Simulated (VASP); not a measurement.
Here is a VASP 6.6.1 calculation.

Contents of INCAR:

```
SYSTEM = Ge
PREC = Accurate ; ENCUT = 600
EDIFF = 1E-7 ; ISMEAR = 0
SIGMA = 0.03 ; LREAL = .FALSE.
LASPH = .TRUE. ; NELM = 80
ALGO = Normal ; ISIF = 3
LWAVE = .FALSE. ; LCHARG = .FALSE.
GGA = PE ; IBRION = 2
NSW = 90 ; EDIFFG = -0.005
```

Contents of KPOINTS:

```
Automatic mesh
0
G
  10 10 10
  0 0 0
```

Contents of POSCAR:

```
Ge                                      
1.0
    0.0000000000      2.8781224751      2.8781224751
    2.8781224751     -0.0000000000      2.8781224751
    2.8781224751      2.8781224751     -0.0000000000
  Ge            
     2
Direct
     0.0000000000000000    0.0000000000000000    0.0000000000000000
     0.2500000000000000    0.2500000000000000    0.2500000000000000
```

Potentials or basis: VASP PAW PBE potentials, release 64 (Ge_d).

Command:

```console
$ cat potpaw_PBE.64/Ge_d/POTCAR > POTCAR
$ mpirun -np 1 vasp_std > vasp.out
```

Task: Estimate the space group after relaxing (to 0.05 Å).

Result: Fd-3m (No. 227).

Task: What does it give for the relaxed volume?

Result: 23.90 Å³/atom.

Task: Estimate the band gap on the k mesh.

Result: None (metal or under the smearing width).

Task: Predict the relaxed cell.

Result: a = 4.074 Å, b = 4.074 Å, c = 4.074 Å, α = 60.00°, β = 60.00°, γ = 60.00°.

Final structure:
```yaml
crystal:
  lattice:
    - [0.00000, 2.88050, 2.88050]
    - [2.88050, 0.00000, 2.88050]
    - [2.88050, 2.88050, 0.00000]
  atoms:
    - { symbol: Ge, position: [0.00000, 0.00000, 0.00000] }
    - { symbol: Ge, position: [0.25000, 0.25000, 0.25000] }
```

Caveat: this crystal is a semiconductor, whose small gap the functional closes, so the metal is an error of the method.
